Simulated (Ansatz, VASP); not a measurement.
## Two plane-wave programs on CdS

```
Cd S
1.0
     0.00000    3.41167    3.41167
     3.41167    0.00000    3.41167
     3.41167    3.41167    0.00000
Cd S
2 2
Direct
  0.50000 0.50000 0.50000
  0.75000 0.75000 0.75000
  0.00000 0.00000 0.00000
  0.25000 0.25000 0.25000
```

Alike in both runs: functional PBE; k mesh 4 × 4 × 4; occupations gaussian, width 0.1 eV; no spin polarisation.

Ansatz relaxed the structure, and its values are those at the end. VASP's run is a single point on that final structure, the one shown.

|  | VASP | Ansatz |
| --- | --- | --- |
| version | VASP 6.6.1 | Ansatz 0.2.0 |
| potentials or method | VASP PAW PBE potentials, release 64 (Cd, S) | scalar-relativistic, plane waves, PAW |
| plane-wave cutoff (eV) | 520 | 420 |
| valence electrons in the cell | 36 | 52 |

|  | VASP | Ansatz | Ansatz less VASP |
| --- | --- | --- | --- |
| gap on the k mesh at the Fermi level (eV) | none | none | - |
| pressure (GPa) | 0.3 | 0.0 | -0.29 |

A gap of «none» marks a metal or a gap that the smearing closes. The two sets of potentials don't hold the same shells in valence.

Caveats: the k mesh is coarse (spacing up to 0.40 Å⁻¹), so the values aren't converged.
